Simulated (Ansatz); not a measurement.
# BeH6S: the cost of one run

Method: DFT PBE, scalar-relativistic, plane waves, PAW, in Ansatz 0.2.0.

The COD entry's cell or inner coordinates are ideal or old and differ from later refinements, so a difference from it is no clean test against experiment.

2 further runs of the same task are left out: 2 set aside as unsound or not needed.

## (1) The structure to begin with

It takes space group F-43m (No. 216, cubic). The conventional cell has a = 4.876 Å, b = 4.876 Å, c = 4.876 Å, α = 90.00°, β = 90.00°, γ = 90.00°. Be (site symmetry -43m) has 4 S at 2.11 Å as nearest neighbours. S (site symmetry -43m) has 4 Be at 2.11 Å as nearest neighbours.

Coordinates:

```
Be S
1.0
     0.00000    2.43792    2.43792
     2.43792    0.00000    2.43792
     2.43792    2.43792    0.00000
Be S
1 1
Direct
  0.00000 0.00000 0.00000
  0.25000 0.25000 0.25000
```

It is the result of an earlier relaxation at this level (volume 14.49 Å³/atom; gap on the mesh: 3.14 eV).

## (2) Next: the cluster of 2 host atoms with H caps, cut as a sphere about bond

The cluster is cut from the relaxed crystal and set in a periodic box with vacuum round it. Its excess energy counts from the bulk, -498.4827 eV an atom. Each H cap counts from half an H2 molecule (-15.872 eV in a separate run).

The cell holds 1 Be, 1 S, 6 H: a = 10.800 Å, b = 11.100 Å, c = 11.400 Å, α = 90.00°, β = 90.00°, γ = 90.00°.

## (3) Relaxation

input.yaml

```yaml
crystal:
  lattice:
    - [10.8, 0.0, 0.0]
    - [0.0, 11.1, 0.0]
    - [0.0, 0.0, 11.4]
  atoms:
    - { symbol: Be, position: [0.4435666916, 0.5549080839, 0.4465368657] }
    - { symbol: S, position: [0.5564333084, 0.4450919161, 0.5534631343] }
    - { symbol: H, position: [0.5157354752, 0.6251263599, 0.3781664391] }
    - { symbol: H, position: [0.3713979079, 0.6251263599, 0.5149072923] }
    - { symbol: H, position: [0.3713979079, 0.4846898079, 0.3781664391] }
    - { symbol: H, position: [0.4842645248, 0.3748736401, 0.6218335609] }
    - { symbol: H, position: [0.6286020921, 0.5153101921, 0.6218335609] }
    - { symbol: H, position: [0.6286020921, 0.3748736401, 0.4850927077] }
basis:
  ecutwfc: 420
kpoints:
  mp_grid: { grid: [1, 1, 1] }
hamiltonian:
  xc: pbe
scf:
  occupations: { method: gaussian, width: 0.05 }
output:
  forces: true
  eigenvalues: true
  populations: true
  write_density: true
  write_potential: true
  elf: true
  volumetric_format: npy
relax:
  adjacent_minimum: "off"
  f_tol: 0.03
  max_steps: 40
```

Command:

```console
ansatz run input.yaml --threads 4 --pin off --max-ram 11264MiB --backend cpu --events-out ev --progress --plain --runs-dir out
```

What time and memory should one allow on 4 threads of Intel Xeon Platinum 8259CL at 2.50GHz (Skylake/Cascade Lake), shared host?

About 12 s, with a peak of 0.82 GiB.
